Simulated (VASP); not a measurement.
# Rh (Fm-3m) in VASP: a series of runs, part 2 of 3

VASP 6.6.1.

## (3) Relaxation of cell and atoms, r2SCAN

The input, INCAR:

```
SYSTEM = Rh
PREC     = Accurate       ! precision mode
ENCUT    = 600            ! plane-wave cutoff, eV
EDIFF    = 1E-6           ! SCF threshold, eV
ISMEAR   = -1             ! smearing method
SIGMA    = 0.05           ! smearing width, eV
LREAL    = .FALSE.        ! projectors in reciprocal space
LASPH    = .TRUE.         ! aspherical terms in the spheres
NELM     = 100            ! most SCF steps
ALGO     = Normal         ! electronic algorithm
ISIF     = 3              ! what is computed and relaxed
LWAVE    = .FALSE.        ! write WAVECAR
LCHARG   = .FALSE.        ! write CHGCAR
METAGGA  = R2SCAN         ! meta-GGA
LMIXTAU  = .TRUE.       
IBRION   = 2              ! ionic algorithm
NSW      = 40             ! ionic steps
EDIFFG   = -0.01          ! ionic threshold
```

The input, KPOINTS:

```
Automatic mesh
0
G
  10 10 10
  0 0 0
```

The input, POSCAR:

```
Rh
1.0
    0.0000000000      1.8978500000      1.8978500000
    1.8978500000      0.0000000000      1.8978500000
    1.8978500000      1.8978500000      0.0000000000
Rh
1
Direct
    0.0000000000      0.0000000000      0.0000000000
```

Potentials or basis: VASP PAW PBE potentials, release 64 (Rh_pv).

Launch:

```bash
> cat potpaw_PBE.64/Rh_pv/POTCAR > POTCAR
> mpirun -np 1 vasp_std > vasp.out
```

OUTCAR:

```text
SYSTEM = Rh
   PREC = Accurate
   ENCUT = 600
   EDIFF = 1E-6
   ISMEAR = -1
   LREAL = .FALSE.
   LASPH = .TRUE.
   NELM = 100
   ISIF = 3
   METAGGA = R2SCAN
   IBRION = 2
   NSW = 40
   EDIFFG = -0.01

 ion  position               nearest neighbor table
   1  0.000  0.000  0.000-

  LATTYP: Found a face centered cubic cell.
 ALAT       =     3.7957000000

  Lattice vectors:

 A1 = (   0.0000000000,   1.8978500000,   1.8978500000)
 A2 = (   1.8978500000,   0.0000000000,   1.8978500000)
 A3 = (   1.8978500000,   1.8978500000,   0.0000000000)

Analysis of symmetry for initial positions (statically):
=====================================================================
 Subroutine PRICEL returns:
 Original cell was already a primitive cell.

 Routine SETGRP: Setting up the symmetry group for a
 face centered cubic supercell.

 Subroutine GETGRP returns: Found 48 space group operations
 (whereof 48 operations were pure point group operations)
 out of a pool of 48 trial point group operations.

The static configuration has the point symmetry O_h .

Analysis of symmetry for dynamics (positions and initial velocities):
=====================================================================
 Subroutine PRICEL returns:
 Original cell was already a primitive cell.

 Routine SETGRP: Setting up the symmetry group for a
 face centered cubic supercell.

 Subroutine GETGRP returns: Found 48 space group operations
 (whereof 48 operations were pure point group operations)
 out of a pool of 48 trial point group operations.

The dynamic configuration has the point symmetry O_h .

 Subroutine INISYM returns: Found 48 space group operations
 (whereof 48 operations are pure point group operations),
 and found     1 'primitive' translations

----------------------------------------------------------------------------------------

                                     Primitive cell

  volume of cell :      13.6715

  direct lattice vectors                    reciprocal lattice vectors
     0.000000000  1.897850000  1.897850000    -0.263456016  0.263456016  0.263456016
     1.897850000  0.000000000  1.897850000     0.263456016 -0.263456016  0.263456016
     1.897850000  1.897850000  0.000000000     0.263456016  0.263456016 -0.263456016

  length of vectors
     2.683965209  2.683965209  2.683965209     0.456319205  0.456319205  0.456319205

  position of ions in fractional coordinates (direct lattice)
     0.000000000  0.000000000  0.000000000

  ion indices of the primitive-cell ions
   primitive index   ion index
                 1           1

----------------------------------------------------------------------------------------

 KPOINTS: Automatic mesh

Automatic generation of k-mesh.
 Grid dimensions read from file:
 generate k-points for:   10   10   10

 Generating k-lattice:

  Cartesian coordinates                     Fractional coordinates (reciprocal lattice)
[... 47 lines left out ...]
   ions per type =               1
   NGX,Y,Z   is equivalent  to a cutoff of  14.87, 14.87, 14.87 a.u.
   NGXF,Y,Z  is equivalent  to a cutoff of  29.73, 29.73, 29.73 a.u.
 SYSTEM =  Rh
   PREC   = accura    normal or accurate (medium, high low for compatibility)
   ISTART =      0    job   : 0-new  1-cont  2-samecut
   ICHARG =      2    charge: 1-file 2-atom 10-const
   ISPIN  =      1    spin polarized calculation?
   LNONCOLLINEAR =      F non collinear calculations
   LSORBIT =      F    spin-orbit coupling
   LASPH  =      T    aspherical Exc in radial PAW
   ENCUT  =  600.0 eV  44.10 Ry    6.64 a.u.   5.36  5.36  5.36*2*pi/ulx,y,z
   NELM   =    100;   NELMIN=  2; NELMDL= -5     # of ELM steps
   EDIFF  = 0.1E-05   stopping-criterion for ELM
   LREAL  =      F    real-space projection
   EDIFFG = -.1E-01   stopping-criterion for IOM
   NSW    =     40    number of steps for IOM
   IBRION =      2    ionic relax: 0-MD 1-quasi-New 2-CG
   NFREE  =      1    steps in history (QN), initial steepest desc. (CG)
   ISIF   =      3    stress and relaxation
   ISYM   =      2    0-nonsym 1-usesym 2-fastsym
   POTIM  = 0.5000    time-step for ionic-motion
   TEBEG  =    0.0;   TEEND  =   0.0 temperature during run
   PSTRESS=    0.0 pullay stress
   NELECT =      15.0000    total number of electrons
   NUPDOWN=      -1.0000    fix difference up-down
   EMIN   =  10.00;   EMAX   =-10.00  energy-range for DOS
   EFERMI =   0.00;   METHOD = LEGACY
   ISMEAR =    -1;   SIGMA  =   0.05  broadening in eV -4-tet -1-fermi 0-gaus
   EFERMI_NEDOS =   21; number of points for ismear=-14 and -15
   IALGO  =     38    algorithm
   IMIX   =      4    mixing-type and parameters
     AMIX     =   0.40;   BMIX     =  1.00
     AMIX_MAG =   1.60;   BMIX_MAG =  1.00
  volume/ion in A,a.u.               =      13.67        92.26
  Fermi-wavevector in a.u.,A,eV,Ry     =   1.688496  3.190795 38.790465  2.851019
  Thomas-Fermi vector in A             =   2.770792
   LORBIT       =      0    0 simple, 1 ext, 2 COOP (PROOUT), +10 PAW based schemes
   METAGGA = R2SCAN    functional components
   LHFCALC =     F    Hartree Fock is set to
   AEXX    =    0.0000 exact exchange contribution
   IVDW    =     0    specifies the selected vdW correction
   LEPSILON=     F    determine dielectric tensor
   LRPA    =     F    only Hartree local field effects (RPA)
 conjugate gradient relaxation of ions
 non-spin polarized calculation
  energy-cutoff  :      600.00
  volume of cell :       13.67
 maximum number of plane-waves:       469
 NGX is ok and might be reduce to    24
   NGX = 11   NGY = 11   NGZ = 11

--------------------------------------- Ionic step        1  -------------------------------------------

 number of electron      15.0000002 magnetization

 Free energy of the ion-electron system (eV)
  ---------------------------------------------------
  ext. energy  EPLUGINS =         0.00000000
  ---------------------------------------------------
  free energy    TOTEN  =       -24.15120236 eV

  energy without entropy =      -24.13960022  energy(sigma->0) =      -24.14540129

------------------------ aborting loop because EDIFF is reached ----------------------------------------

  FORCE on cell =-STRESS in cart. coord.  units (eV):
  Direction    XX          YY          ZZ          XY          YZ          ZX
  --------------------------------------------------------------------------------------
  -------------------------------------------------------------------------------------
  Total        0.1823687      0.1823687      0.1823687     -0.0000000     -0.0000000      0.0000000
  in kB       21.3720042     21.3720042     21.3720042     -0.0000000     -0.0000000      0.0000000
  external PRESSURE =      21.3720042 kB  Pullay stress =       0.0000000 kB
[... 57 lines left out ...]
--------------------------------------- Ionic step        3  -------------------------------------------

 number of electron      15.0000002 magnetization

 Free energy of the ion-electron system (eV)
  ---------------------------------------------------
  ext. energy  EPLUGINS =         0.00000000
  ---------------------------------------------------
  free energy    TOTEN  =       -24.15181803 eV

  energy without entropy =      -24.14010061  energy(sigma->0) =      -24.14595932

 E-fermi :  11.7250     XC(G=0): -15.1968

 val. band max:       11.7135413568   @ k =  -0.3000   0.3000   0.1000
 cond. band min:      11.8062424274   @ k =   0.5000   0.2000   0.1000
 fundamental gap:      0.0927010706
 Fermi energy:        11.7249539691

 k-point     1 :       0.0000    0.0000    0.0000
  band No.  band energies     occupation
      1     -36.0903      2.00000
      2     -36.0903      2.00000
      3     -36.0903      2.00000
      4       3.5351      2.00000
      5       8.5354      2.00000
      6       8.5354      2.00000
      7       8.5354      2.00000
      8      10.6266      2.00000
      9      10.6266      2.00000
     10      28.4179      0.00000
     11      29.0735      0.00000
[... 309 lines left out ...]
 k-point    24 :       0.4000    0.3000    0.0000
  band No.  band energies     occupation
      1     -36.6880      2.00000
      2     -36.3357      2.00000
      3     -36.3110      2.00000
      4       5.9227      2.00000
      5       6.2469      2.00000
      6      10.2552      2.00000
      7      10.9962      2.00000
      8      12.1797      0.00022
      9      13.2187      0.00000
     10      26.6970      0.00000
     11      28.6015      0.00000

 [... further k-points ...]

------------------------ aborting loop because EDIFF is reached ----------------------------------------

  FORCE on cell =-STRESS in cart. coord.  units (eV):
  Direction    XX          YY          ZZ          XY          YZ          ZX
  --------------------------------------------------------------------------------------
  -------------------------------------------------------------------------------------
  Total       -0.0014852     -0.0014852     -0.0014852     -0.0000000     -0.0000000      0.0000000
  in kB       -0.1728068     -0.1728068     -0.1728068     -0.0000000     -0.0000000      0.0000000
  external PRESSURE =      -0.1728068 kB  Pullay stress =       0.0000000 kB
[... 16 lines left out ...]
  FREE ENERGIE OF THE ION-ELECTRON SYSTEM (eV)
  ---------------------------------------------------
  free  energy   TOTEN  =       -24.1518180256 eV

  energy  without entropy=      -24.1401006136  energy(sigma->0) =      -24.14595932

 reached required accuracy - stopping structural energy minimisation
```

It took 60 s on 1 thread of Intel Xeon Platinum 8488C (Sapphire Rapids), shared host; peak memory 0.15 GiB.

Results:

```
Free energy                            : -24.1518 eV
Relaxed volume                         : 13.77 Å³/atom
Relaxed cell                           : a = 2.690 Å, b = 2.690 Å, c = 2.690 Å, α = 60.00°, β = 60.00°, γ = 60.00°
Space group after relaxing (to 0.05 Å) : Fm-3m (No. 225)
Energy gained by relaxing              : 0.6 meV/atom
Ionic steps                            : 3
Pressure after relaxing                : 0.0 GPa
Band gap on the k mesh                 : none (metal or under the smearing width)
```

The path:
| step | energy change (eV) | largest force (eV/Å) | pressure (GPa) | volume (Å³) |
| --- | --- | --- | --- | --- |
| 1 | 0.0000 | 0.0000 | 2.14 | 13.67 |
| 2 | 0.0038 | 0.0000 | -5.16 | 14.04 |
| 3 | -0.0006 | 0.0000 | -0.02 | 13.77 |

Final structure:
```yaml
crystal:
  lattice:
    - [0.00000, 1.90239, 1.90239]
    - [1.90239, 0.00000, 1.90239]
    - [1.90239, 1.90239, 0.00000]
  atoms:
    - { symbol: Rh, position: [0.00000, 0.00000, 0.00000] }
```

Levels at points of the mesh, in eV from the Fermi level:
```
           k point  band 5  band 6  band 7  band 8  band 9  band 10
(0.00, 0.00, 0.00)   -3.19   -3.19   -3.19   -1.10   -1.10    16.69
(0.50, 0.00, 0.00)   -3.30   -3.30    0.56    0.56    0.89     9.05
(0.50, 0.50, 0.00)   -6.19    0.48    1.02    1.02    3.46    12.83
```

Caveat: the PAW data sets were made with another functional, which shifts forces and pressure a little.

## (4) Relaxation of cell and atoms, LDA

The input, INCAR:

```
PREC = Accurate
ENCUT = 600
EDIFF = 1E-7
ISMEAR = -1
SIGMA = 0.05
LREAL = False
LASPH = True
NELM = 100
ALGO = Normal
ISIF = 3
LWAVE = False
LCHARG = False
GGA = CA
IBRION = 2
NSW = 40
EDIFFG = -0.01
```

The input, KPOINTS:

```
regular mesh
0
Gamma
  10 10 10
```

POSCAR is that of step 3.

Potentials or basis: VASP PAW LDA potentials, release 64 (Rh_pv).

Launch:

```bash
> cat potpaw_LDA.64/Rh_pv/POTCAR > POTCAR
> mpirun -np 1 vasp_std > vasp.out
```

Wall time 25 s (1 thread of AMD EPYC 7R13 (Zen 3), shared host); peak memory 0.12 GiB.

It converged, with:

```
Free energy                            : -8.6986 eV
Relaxed volume                         : 13.26 Å³/atom
Relaxed cell                           : a = 2.657 Å, b = 2.657 Å, c = 2.657 Å, α = 60.00°, β = 60.00°, γ = 60.00°
Space group after relaxing (to 0.05 Å) : Fm-3m (No. 225)
Energy gained by relaxing              : 12.1 meV/atom
Ionic steps                            : 4
Pressure after relaxing                : 0.0 GPa
Band gap on the k mesh                 : none (metal or under the smearing width)
```

Step by step:
| step | energy change (eV) | largest force (eV/Å) | pressure (GPa) | volume (Å³) |
| --- | --- | --- | --- | --- |
| 1 | 0.0000 | 0.0000 | -9.05 | 13.67 |
| 2 | 0.0870 | 0.0000 | 32.69 | 12.20 |
| 3 | -0.0120 | 0.0000 | -0.29 | 13.27 |
| 4 | -0.0121 | 0.0000 | -0.05 | 13.26 |

Final structure:
```
Rh
1.0
     0.00000    1.87858    1.87858
     1.87858    0.00000    1.87858
     1.87858    1.87858    0.00000
Rh
1
Direct
  0.00000 0.00000 0.00000
```

Levels at points of the mesh, in eV from the Fermi level:
| k point | band 4 | band 5 | band 6 | band 7 | band 8 | band 9 | band 10 | band 11 |
| --- | --- | --- | --- | --- | --- | --- | --- | --- |
| (0.00, 0.00, 0.00) | -8.34 | -3.33 | -3.33 | -3.33 | -1.08 | -1.08 | 15.87 | 20.20 |
| (0.50, 0.00, 0.00) | -6.52 | -3.40 | -3.40 | 0.58 | 0.58 | 0.62 | 8.93 | 15.41 |
| (0.50, 0.50, 0.00) | -6.73 | -6.36 | 0.57 | 1.02 | 1.02 | 3.21 | 12.68 | 13.38 |

(Continued in part 3 of 3.)
